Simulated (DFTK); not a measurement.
The system is Rh.

```
CELL_PARAMETERS angstrom
0.00000 1.89785 1.89785
1.89785 0.00000 1.89785
1.89785 1.89785 0.00000
ATOMIC_POSITIONS crystal
Rh 0.00000 0.00000 0.00000
```

Base run:

- Program: DFTK 0.8.2
- Functional: PBEsol
- Potentials or basis: dojo.nc.sr.pbesol.v0_4_1.standard.upf (PBEsol)
- Cutoff: 1197 eV
- k mesh: 12 × 12 × 12
- Occupations: fermi-dirac, width 0.05 eV
- Spin: no spin polarisation

Its results: band gap on the k mesh none (metal or under the smearing width); pressure -3.4 GPa.

After a change of settings the same cell gave: band gap on the k mesh none (metal or under the smearing width); pressure 1.0 GPa. Which change was it?
A. potentials or basis from dojo.nc.sr.pbesol.v0_4_1.standard.upf (PBEsol) to SG15 1.2 (PBE); cutoff from 1197 eV to 1225 eV
B. functional from PBEsol to r2SCAN; potentials or basis from dojo.nc.sr.pbesol.v0_4_1.standard.upf (PBEsol) to SG15 1.2 (PBE); cutoff from 1197 eV to 1225 eV
C. functional from PBEsol to PBE; potentials or basis from dojo.nc.sr.pbesol.v0_4_1.standard.upf (PBEsol) to cp2k.nc.sr.pbe.v0_1.semicore.gth (PBE, GTH); cutoff from 1197 eV to 1306 eV
D. functional from PBEsol to LDA; potentials or basis from dojo.nc.sr.pbesol.v0_4_1.standard.upf (PBEsol) to SG15 1.2 (PBE); cutoff from 1197 eV to 1225 eV

C.

Caveats: GTH potentials come without recommended cutoffs, and this one wasn't checked for convergence (some runs); semicore levels of these GTH potentials lie up to several eV from those of other sets (some runs).
